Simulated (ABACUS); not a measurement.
Runs of ABACUS 3.10.1 on GaN. The structure is cubic, space group F-43m (No. 216). Conventional cell: a = 4.507 Å, b = 4.507 Å, c = 4.507 Å, α = 90.00°, β = 90.00°, γ = 90.00°. Around Ga (site symmetry -43m) lie 4 N at 1.95 Å. N (site symmetry -43m) has 4 Ga at 1.95 Å as nearest neighbours. The cell is a database's computed one.

| task | level | potentials or basis | cell | k mesh | cutoff (eV) | radial cutoff of the potentials (pseudo_rcut) | SCF threshold on the density | eigensolver | symmetry key | threshold of the eigensolver | mesh quality | gap on the mesh (eV) | pressure (GPa) | V0 of scaled cells (Å³/atom) | relaxed volume (Å³/atom) | B0 (GPa) |
| --- | --- | --- | --- | --- | --- | --- | --- | --- | --- | --- | --- | --- | --- | --- | --- | --- |
| single point | PBE | Ansatz NC PBE, plane waves | as given | 8 × 8 × 8 | 1252 | 10 bohr | 1e-08 | dav | 1 | - | not flagged | 1.74 | 5.3 | - | - | - |
| equation of state | M06-L | SG15 ONCV 1.2 PBE, plane waves | as given | 6 × 6 × 6 | 1320 | 10 bohr | 1e-08 | dav | 1 | - | coarse | - | - | (b) | - | 192 |
| single point | PBEsol | PseudoDojo NC SR 0.4.1 PBEsol standard, plane waves | as given | 8 × 8 × 8 | 1143 | 10 bohr | 1e-08 | dav | 1 | - | not flagged | 1.70 | -0.9 | - | - | - |
| relaxation of cell and atoms | PBE | Ansatz NC PBE, TZDP LCAO (the cutoffs set its grid) | relaxed | 9 × 9 × 9 | 1361 | 10 bohr | 1e-07 | scalapack_gvx | 1 | - | not flagged | 1.59 | 0.2 | - | 11.83 | - |
| equation of state | PBEsol | PseudoDojo NC SR 0.4.1 PBEsol standard, plane waves | as given | 10 × 10 × 10 | 1143 | 7 bohr | 1e-08 | dav | 1 | - | not flagged | - | - | 11.39 | - | 188 |
| relaxation of cell and atoms | PBEsol | PseudoDojo NC SR 0.4.1 PBEsol standard, plane waves | relaxed | 8 × 8 × 8 | 1143 | 10 bohr | 1e-08 | dav | 1 | - | not flagged | 1.74 | 0.0 | - | (a) | - |

Alike in all rows: no spin polarisation; smearing fermi-dirac 0.05 eV.

**Question.** Fill in the values left out.

**Answer.** (a) 11.39; (b) 11.48.

Caveats: some runs use coarse meshes; the potentials were made for another functional, which shifts forces and pressure (some runs); the atomic orbitals were generated for these runs and aren't a published set (some runs); an odd mesh through Γ misses points on the zone boundary, where band edges often lie (some runs); the basis of atomic orbitals isn't converged, which shifts pressures, moduli and gaps (some runs).

A k mesh can miss the band edges, and the runs leave out spin-orbit coupling on Ga.

Not every run made on this cell is shown here.
